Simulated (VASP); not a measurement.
# MgSe (Fm-3m) in VASP: elastic constants with PBE

Aim: the elastic constants of MgSe with PBE.

All numbers are computed with VASP 6.6.1; they aren't measurements. Logs are shortened: lines on timing, memory, paths and dates and some standing lists are left out, and cuts for length are marked.

### 1 The structure

The structure is cubic, space group Fm-3m (No. 225). Conventional cell: a = 5.509 Å, b = 5.509 Å, c = 5.509 Å, α = 90.00°, β = 90.00°, γ = 90.00°. Mg (site symmetry m-3m) has 6 Se at 2.75 Å as nearest neighbours. Around Se (site symmetry m-3m) lie 6 Mg at 2.75 Å.

### 2 Elastic constants, PBE

INCAR

```
ALGO = Fast ; EDIFF = 1E-8
ENCUT = 600 ; GGA = PE
IBRION = 6 ; ISIF = 3
ISMEAR = 0 ; LASPH = True
LCHARG = False ; LREAL = False
LWAVE = False ; NELM = 100
NFREE = 2 ; NSW = 1
POTIM = 0.015 ; PREC = Accurate
SIGMA = 0.01
```

KPOINTS

```
k-points
0
Gamma
  7 7 7
```

POSCAR

```
MgSe
1.0
    0.0000000000      2.7545133185      2.7545133185
    2.7545133185      0.0000000000      2.7545133185
    2.7545133185      2.7545133185      0.0000000000
Mg Se
1 1
Direct
    0.0000000000      0.0000000000      0.0000000000
    0.5000000000      0.5000000000      0.5000000000
```

Potentials or basis: VASP PAW PBE potentials, release 64 (Mg, Se).

Started as:

```sh
$ cat potpaw_PBE.64/Mg/POTCAR potpaw_PBE.64/Se/POTCAR > POTCAR
$ mpirun -np 1 vasp_std > vasp.out
```

OUTCAR:

```text
EDIFF = 1E-8
   ENCUT = 600
   GGA = PE
   IBRION = 6
   ISIF = 3
   ISMEAR = 0
   LASPH = True
   LREAL = False
   NELM = 100
   NFREE = 2
   NSW = 1
   POTIM = 0.015
   PREC = Accurate

 ion  position               nearest neighbor table
   1  0.000  0.000  0.000-   2 2.75   2 2.75   2 2.75   2 2.75   2 2.75   2 2.75
   2  0.500  0.500  0.500-   1 2.75   1 2.75   1 2.75   1 2.75   1 2.75   1 2.75

  LATTYP: Found a face centered cubic cell.
 ALAT       =     5.5090266370

  Lattice vectors:

 A1 = (   0.0000000000,   2.7545133185,   2.7545133185)
 A2 = (   2.7545133185,   0.0000000000,   2.7545133185)
 A3 = (   2.7545133185,   2.7545133185,   0.0000000000)

Analysis of symmetry for initial positions (statically):
=====================================================================
 Subroutine PRICEL returns:
 Original cell was already a primitive cell.

 Routine SETGRP: Setting up the symmetry group for a
 face centered cubic supercell.

 Subroutine GETGRP returns: Found 48 space group operations
 (whereof 48 operations were pure point group operations)
 out of a pool of 48 trial point group operations.

The static configuration has the point symmetry O_h .

Analysis of symmetry for dynamics (positions and initial velocities):
=====================================================================
 Subroutine PRICEL returns:
 Original cell was already a primitive cell.

 Routine SETGRP: Setting up the symmetry group for a
 face centered cubic supercell.

 Subroutine GETGRP returns: Found 48 space group operations
 (whereof 48 operations were pure point group operations)
 out of a pool of 48 trial point group operations.

The dynamic configuration has the point symmetry O_h .

 Subroutine INISYM returns: Found 48 space group operations
 (whereof 48 operations are pure point group operations),
 and found     1 'primitive' translations

----------------------------------------------------------------------------------------

                                     Primitive cell

  volume of cell :      41.7989

  direct lattice vectors                    reciprocal lattice vectors
     0.000000000  2.754513318  2.754513318    -0.181520270  0.181520270  0.181520270
     2.754513318  0.000000000  2.754513318     0.181520270 -0.181520270  0.181520270
     2.754513318  2.754513318  0.000000000     0.181520270  0.181520270 -0.181520270

  length of vectors
     3.895470093  3.895470093  3.895470093     0.314402329  0.314402329  0.314402329

  position of ions in fractional coordinates (direct lattice)
     0.000000000  0.000000000  0.000000000
     0.500000000  0.500000000  0.500000000

  ion indices of the primitive-cell ions
   primitive index   ion index
                 1           1
                 2           2

----------------------------------------------------------------------------------------

 KPOINTS: k-points

Automatic generation of k-mesh.
 Grid dimensions read from file:
 generate k-points for:    7    7    7

 Generating k-lattice:

[... 103 lines left out ...]
  ext. energy  EPLUGINS =         0.00000000
  ---------------------------------------------------
  free energy    TOTEN  =        -7.48937845 eV

  energy without entropy =       -7.48937845  energy(sigma->0) =       -7.48937845

------------------------ aborting loop because EDIFF is reached ----------------------------------------

  FORCE on cell =-STRESS in cart. coord.  units (eV):
  Direction    XX          YY          ZZ          XY          YZ          ZX
  --------------------------------------------------------------------------------------
  -------------------------------------------------------------------------------------
  Total       -0.0378960     -0.0378960     -0.0378960      0.0000000     -0.0000000     -0.0000000
  in kB       -1.4525783     -1.4525783     -1.4525783      0.0000000     -0.0000000     -0.0000000
  external PRESSURE =      -1.4525783 kB  Pullay stress =       0.0000000 kB
[... 89 lines left out ...]
  FREE ENERGIE OF THE ION-ELECTRON SYSTEM (eV)
  ---------------------------------------------------
  free  energy   TOTEN  =        -7.4864095684 eV

  energy  without entropy=       -7.4864095684  energy(sigma->0) =       -7.48640957

[... ionic steps 4 to 14 ...]

--------------------------------------- Ionic step       15  -------------------------------------------

 number of electron       8.0000001 magnetization

------------------------ aborting loop because EDIFF is reached ----------------------------------------
[... 67 lines left out ...]
--------------------------------------- Ionic step       17  -------------------------------------------

 number of electron       8.0000000 magnetization

 Free energy of the ion-electron system (eV)
  ---------------------------------------------------
  ext. energy  EPLUGINS =         0.00000000
  ---------------------------------------------------
  free energy    TOTEN  =        -7.48914954 eV

  energy without entropy =       -7.48914954  energy(sigma->0) =       -7.48914954

 E-fermi :   3.0724     XC(G=0):  -9.3614

 val. band max:        2.9649542726   @ k =   0.0000   0.0000   0.0000
 cond. band min:       4.9211875111   @ k =   0.4286   0.4286   0.0000
 fundamental gap:      1.9562332385
 Fermi energy:         3.0723564011

 k-point     1 :       0.0000    0.0000    0.0000
  band No.  band energies     occupation
      1      -9.8067      2.00000
      2       2.9646      2.00000
      3       2.9650      2.00000
      4       2.9650      2.00000
      5       5.3522      0.00000
      6      10.3858      0.00000
      7      10.3858      0.00000
      8      10.3862      0.00000
[... 243 lines left out ...]
 k-point    24 :       0.0000   -0.4286    0.1429
  band No.  band energies     occupation
      1      -8.6909      2.00000
      2      -1.5736      2.00000
      3       1.4605      2.00000
      4       2.2413      2.00000
      5       7.4608      0.00000
      6       8.4524      0.00000
      7       9.5640      0.00000
      8      12.4167      0.00000

 [... further k-points ...]

------------------------ aborting loop because EDIFF is reached ----------------------------------------

  FORCE on cell =-STRESS in cart. coord.  units (eV):
  Direction    XX          YY          ZZ          XY          YZ          ZX
  --------------------------------------------------------------------------------------
  -------------------------------------------------------------------------------------
  Total       -0.0329849     -0.0381492     -0.0381492      0.0000000      0.0000000      0.0000000
  in kB       -1.2643301     -1.4622829     -1.4622829      0.0000000      0.0000000      0.0000000
  external PRESSURE =      -1.3962986 kB  Pullay stress =       0.0000000 kB
[... 17 lines left out ...]
  FREE ENERGIE OF THE ION-ELECTRON SYSTEM (eV)
  ---------------------------------------------------
  free  energy   TOTEN  =        -7.4891495450 eV

  energy  without entropy=       -7.4891495450  energy(sigma->0) =       -7.48914954

 INTERNAL STRAIN TENSORS FROM STRAINED CELLS
 ============================================

 INTERNAL STRAIN TENSOR FOR ION    1 for displacements in x,y,z  (eV/Angst):
          X           Y           Z          XY          YZ          ZX
  --------------------------------------------------------------------------------
  x    -0.00000     0.00000     0.00000     0.00000    -0.00000     0.00000
  y    -0.00000     0.00000     0.00000     0.00000    -0.00000     0.00000
  z    -0.00000    -0.00000     0.00000     0.00000    -0.00000     0.00000

 INTERNAL STRAIN TENSORS FROM DISPLACED ATOMS
 ============================================

 INTERNAL STRAIN TENSOR FOR ION    1 for displacements in x,y,z  (eV/Angst):
          X           Y           Z          XY          YZ          ZX
  --------------------------------------------------------------------------------
  x     0.00000     0.00000     0.00000     0.00000     0.00000     0.00000
  y     0.00000     0.00000     0.00000     0.00000     0.00000     0.00000
  z     0.00000     0.00000     0.00000     0.00000     0.00000     0.00000

 INTERNAL STRAIN TENSOR FOR ION    2 for displacements in x,y,z  (eV/Angst):
          X           Y           Z          XY          YZ          ZX
  --------------------------------------------------------------------------------
  x     0.00000     0.00000     0.00000     0.00000     0.00000     0.00000
  y     0.00000     0.00000     0.00000     0.00000     0.00000     0.00000
  z     0.00000     0.00000     0.00000     0.00000     0.00000     0.00000

 Eigenvectors and eigenvalues of the dynamical matrix
 ----------------------------------------------------

   1 f  =    5.169288 THz    32.479597 2PiTHz  172.428901 cm-1    21.378449 meV
             X         Y         Z           dx          dy          dz
      0.000000  0.000000  0.000000     0.874303   -0.000000    0.000000
      2.754513  2.754513  2.754513    -0.485381    0.000000    0.000000
[... 21 lines left out ...]
   6 f/i=    0.001396 THz     0.008771 2PiTHz    0.046566 cm-1     0.005773 meV
             X         Y         Z           dx          dy          dz
      0.000000  0.000000  0.000000     0.000000    0.000000   -0.485381
      2.754513  2.754513  2.754513     0.000000    0.000000   -0.874303

--------------------------------------------------------------------------------------------------------

 ELASTIC MODULI CONTR FROM IONIC RELAXATION (kBar)
 Direction    XX          YY          ZZ          XY          YZ          ZX
 --------------------------------------------------------------------------------
 XX           0.0000      0.0000      0.0000      0.0000      0.0000      0.0000
 YY           0.0000      0.0000      0.0000      0.0000      0.0000      0.0000
 ZZ           0.0000      0.0000      0.0000      0.0000      0.0000      0.0000
 XY           0.0000      0.0000      0.0000      0.0000      0.0000      0.0000
 YZ           0.0000      0.0000      0.0000      0.0000      0.0000      0.0000
 ZX           0.0000      0.0000      0.0000      0.0000      0.0000      0.0000
 --------------------------------------------------------------------------------

 TOTAL ELASTIC MODULI (kBar)
 Direction    XX          YY          ZZ          XY          YZ          ZX
 --------------------------------------------------------------------------------
 XX        1141.9562    341.1779    341.1779     -0.0000     -0.0000     -0.0000
 YY         341.1779   1141.9562    341.1779     -0.0000     -0.0000     -0.0000
 ZZ         341.1779    341.1779   1141.9562     -0.0000      0.0000      0.0000
 XY          -0.0000     -0.0000     -0.0000    425.7049      0.0000      0.0000
 YZ          -0.0000     -0.0000      0.0000      0.0000    425.7049     -0.0000
 ZX          -0.0000     -0.0000      0.0000      0.0000     -0.0000    425.7049
 --------------------------------------------------------------------------------
```

Run time: 3.8 min. Hardware: 1 thread of Intel Xeon Platinum 8488C (Sapphire Rapids), shared host; peak memory 0.24 GiB.

Results:

* Elastic constants C11, C12, C44: 114, 34, 43 GPa
* Voigt bulk modulus: 61 GPa
* Highest phonon frequency at Γ, LO-TO splitting left out: 172 cm⁻¹

Phonon frequencies in cm⁻¹ (negative: imaginary):
```
              q point        frequencies
(0.000, 0.000, 0.000)  0 0 0 172 172 172
```

Elastic tensor in Voigt notation (GPa, in the Cartesian axes of the cell as first typed):
```
114  34  34   0   0   0
 34 114  34   0   0   0
 34  34 114   0   0   0
  0   0   0  43   0   0
  0   0   0   0  43   0
  0   0   0   0   0  43
```

Clamped-ion elastic tensor (GPa):
```
114  34  34   0   0   0
 34 114  34   0   0   0
 34  34 114   0   0   0
  0   0   0  43   0   0
  0   0   0   0  43   0
  0   0   0   0   0  43
```
